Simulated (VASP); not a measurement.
Crystal: GaN.

```
Ga N
1.0
     0.00000    2.25350    2.25350
     2.25350    0.00000    2.25350
     2.25350    2.25350    0.00000
Ga N
1 1
Direct
  0.00000 0.00000 0.00000
  0.25000 0.25000 0.25000
```

The cell is a database's computed one.

Base run:

| Item | Value |
| --- | --- |
| Program | VASP 6.6.1 |
| Functional | PBEsol |
| Potentials or basis | VASP PAW PBE potentials, release 64 (Ga_d, N) |
| Cutoff | 520 eV |
| k mesh | 10 × 10 × 10 |
| Occupations | fermi-dirac, width 0.05 eV |
| Spin | no spin polarisation |

Its results: band gap on the k mesh 1.68 eV, direct; pressure -1.3 GPa.

Q: The run is repeated on the same cell with these changes: functional from PBEsol to r2SCAN; further incar settings from ALGO = Normal; EDIFF = 1e-07; NBANDS = 16 to ALGO = Normal; EDIFF = 1e-06; NBANDS = 16. What comes out?

A: Band gap on the k mesh 2.12 eV, direct; pressure -0.1 GPa.

Caveats: the PAW data sets were made with another functional, which shifts forces and pressure a little.

A k mesh can miss the band edges.

Not every run made on this cell is shown here.
